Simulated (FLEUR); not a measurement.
CdTe:

```
Te Cd
1.0
     0.00000    3.20500    3.20500
     3.20500    0.00000    3.20500
     3.20500    3.20500    0.00000
Te Cd
1 1
Direct
  0.75000 0.75000 0.75000
  0.00000 0.00000 0.00000
```

Base run:

| Property | Result |
| --- | --- |
| Program | FLEUR MaX-R8.1 (patched build s14) |
| Functional | PBEsol |
| Potentials or basis | all-electron |
| Basis | FLAPW |
| Kmax | 3.8 1/bohr |
| k mesh | 7 × 7 × 7 |
| Occupations | fermi-dirac, width 0.05 eV |
| Spin | no spin polarisation |

Its results: band gap on the k mesh 0.75 eV, direct.

Q: After a change of settings the same cell gave: band gap on the k mesh 0.82 eV, direct. Which change was it?
A. functional from PBEsol to Xalpha
B. program from FLEUR MaX-R8.1 (patched build s14) to FLEUR MaX-R8.1 (later development tree); functional from PBEsol to Wigner
C. functional from PBEsol to HSE06; k mesh from 7 × 7 × 7 to 4 × 4 × 4
D. functional from PBEsol to PW91

A: D.

Caveats: spin-orbit coupling is left out, which moves the levels of the heavy elements.

Not every run made on this cell is shown here.
